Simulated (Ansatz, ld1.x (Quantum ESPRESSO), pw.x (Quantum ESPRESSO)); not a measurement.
Hf: one change to the TM potential, in the atom and in the diamond crystal

hafnium, norm-conserving Troullier–Martins (Kleinman–Bylander form), made with ld1.x (Quantum ESPRESSO) 7.5 (PBE, scalar-relativistic). Core [Xe] 4f14, reference 5d2 6s1 6p1. Waves: 6s (bound): rc 2.30 bohr; 5d (bound): rc 2.30 bohr; 6p (bound): rc 3.25 bohr. Local part: the p channel. Core correction: Bessel-smoothed model core, default radius (core density twice the valence density).

Change: reference 5d2 6s2 6p0.

Cutoffs, loose and tight: the cutoffs (Ry, on a coarse ladder) from which the occupation-weighted sum of valence levels, in a spherical-Bessel basis at the reference potential, stays within 10 and 1 mRy of its value at 400 Ry. They do not see the model core or the augmentation charge, which bear on the density cutoff. Test errors are all-electron minus pseudo excitation energies from the reference, over the configurations 5d2 6s2 6p0; 5d2 6s1 6p0; 5d2 6s0 6p0; 5d1 6s2 6p0; 5d2 6s1.5 6p0; 5d2.5 6s1.5 6p0; 5d2 6s0 6p2; variants that change the core or the reference have their own tests.

Crystal test: diamond Hf in pw.x 7.5, no spin, 8³ k-points, Fermi–Dirac smearing 0.01 Ry, cutoffs set for each file from its atomic test. The reference is all-electron LAPW (Ansatz 0.2.0) with the same functional, mesh and smearing; V0 and B0 come from Birch–Murnaghan fits to the pressures at five volumes. Errors are pseudo minus all-electron; Δ is the rms difference of the E(V) curves that follow from these fits, minima aligned, over ±6 % about the mean V0. Mesh and smearing are coarse, so the numbers serve the comparison and aren't converged zero-temperature values; the lattice is a test structure that the element need not adopt.

All-electron: a0 = 6.558 Å (V0 = 35.25 Å³/atom), B0 = 29.4 GPa.

Does the change bring the crystal closer to the all-electron result?

The mean pressure error goes from +4.16 to +3.70 GPa, so the change moves the solid closer to the all-electron pressures. Neither pressure curve crosses zero within the volumes sampled, so no fits are given.

| quantity | base | changed |
| --- | --- | --- |
| outcome (atom) | generated | generated |
| cutoff, loose (atom) | 25 Ry | 25 Ry |
| cutoff, tight (atom) | 30 Ry | 30 Ry |
| bound ghosts (atom) | none | none |
| largest test error (meV) (atom) | -39 | -373 |
| cutoffs in pw.x (Ry) | 50/200 | 50/200 |
| mean pressure error (GPa) | +4.16 | +3.70 |

Base: The largest radius (3.25 bohr) exceeds half the bond length (2.68 bohr), so the spheres overlap, which is one possible source of error among others. This is a poor potential for the solid. The atomic tests give no hint of an error of this size, and its cause was not traced. Changed file: The largest radius (3.25 bohr) exceeds half the bond length (2.68 bohr), so the spheres overlap, which is one possible source of error among others. This is a poor potential for the solid.
